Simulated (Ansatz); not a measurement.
A crystal relaxed with r2SCAN in Ansatz 0.2.0 has space group Fm-3m (No. 225) and a = 5.479 Å.

| atom | site | x | y | z |
| --- | --- | --- | --- | --- |
| Xx | 4a | 0.0000 | 0.0000 | 0.0000 |
| Br | 4b | 0.5000 | 0.0000 | 0.0000 |

The r2SCAN gap is indirect, 5.877 eV (K–Γ (0.78 of the way from K) to Γ), below the direct gap of 5.879 eV at Γ. Least and direct gap differ so little that the kind isn't settled. HSE06 gives an indirect gap of 6.209 eV, from K–Γ (0.78 of the way from K) to Γ; the least direct gap is 6.213 eV at Γ. Least and direct gap differ so little that the kind isn't settled. PBE gives an indirect gap of 4.985 eV, from K–Γ (0.80 of the way from K) to Γ; the least direct gap is 4.991 eV at Γ. Least and direct gap differ so little that the kind isn't settled. Meshes: r2SCAN 8×8×8, HSE06 6×6×6, PBE 8×8×8. r2SCAN's ε∞ is 3.2 in all directions.

Problem. Which element is Xx?
A. Na
B. H
C. Rb
D. Li

Solution. D. Xx is Li: LiBr (started from an entry of an open crystallographic database). Li is surrounded by 6 Br at 2.74 Å; Br is surrounded by 6 Li at 2.74 Å.

Spin-unpolarised throughout; all numbers are computed.

Spin-orbit coupling is left out.

Where an edge lies off the special points, it is a point of the mesh or the k point where a search put PBE's edge or least direct gap, reused for the other functionals, whose own edges may lie a little apart; PBE's own value is read along its path and can be a few hundredths of an eV high.

The meshes of the hybrids are coarse, so their gaps aren't converged to the digits shown.
